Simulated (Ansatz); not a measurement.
VBiO₄: reading a single point

```xyz
12
Lattice="-3.6565 3.6565 3.2965 3.6565 -3.6565 3.2965 3.6565 3.6565 -3.2965" Properties=species:S:1:pos:R:3 pbc="T T T"
Bi    0.0000    5.4847    0.8241
Bi    3.6565   -1.8282    2.4724
V     0.0000    1.8282    2.4724
V     3.6565    1.8282    0.8241
O     0.0000    0.5265    1.3713
O     4.9582    1.8282   -0.2769
O     0.0000    3.1299    1.3713
O     2.3548    1.8282   -0.2769
O     3.6565    3.1299    1.9251
O     1.3017    1.8282    3.5734
O     3.6565    0.5265    1.9251
O    -1.3017    1.8282    3.5734
```

The numbers come from plane-wave PAW DFT (Ansatz): PBE, with U_eff = 2.95 eV on V d (atomic projectors), collinear spin, 420 eV, 4×4×4 (shifted by 0.5, 0.5, 0.5 steps) k points, gaussian occupations (width 0.1286 eV). Nothing was relaxed.

The state carries no moments; the state need not be the lowest.

Q: Metal or insulator? Give the gap.

A: The gap is 2.88 eV, indirect or between spins (the least direct gap found is 2.90 eV).

Q: Describe some of the short contacts.

A: V–O at 1.70 Å: least valence density 1.38 e/Å³ and ELF 0.35 there. Bi–O at 2.42 Å: least valence density 0.36 e/Å³ and ELF 0.19 there, a closed-shell (ionic or weak) contact. These are pseudo-fields; inside the PAW spheres they differ from the all-electron ones.

Q: Is the cell too large or too small?

A: The pressure is 2.5 GPa (compression positive), so with the atoms held at these fractions the cell would first expand; the forces are large, so a full relaxation may end otherwise. The principal stresses 0.3, 3.6, 3.6 GPa differ, so its shape would change too.

Q: What is the character of the valence top and the conduction bottom?

A: Within 0.7 eV of the edges, the states project mainly on O p (92 %) below the gap and on V d (62 %), Bi p (17 %) and O p (16 %) above it.

Q: Where is the largest force?

A: The largest is on O12 (and as large on other atoms): 1.03 eV/Å, components (-0.87, 0.00, 0.56). It makes 173° with the line to a nearest neighbour, V3 at 1.70 Å, pointing away from it.

Q: Give the Bader charges.

A: Bader charges in e: V +2.18, Bi +2.07, O -1.06. In the mean V gives up most and O takes most.

Origin: a database entry at a rescaled volume. Caveats: the input typed no starting moments; no spin-orbit coupling, which can shift this gap by tenths of an eV.
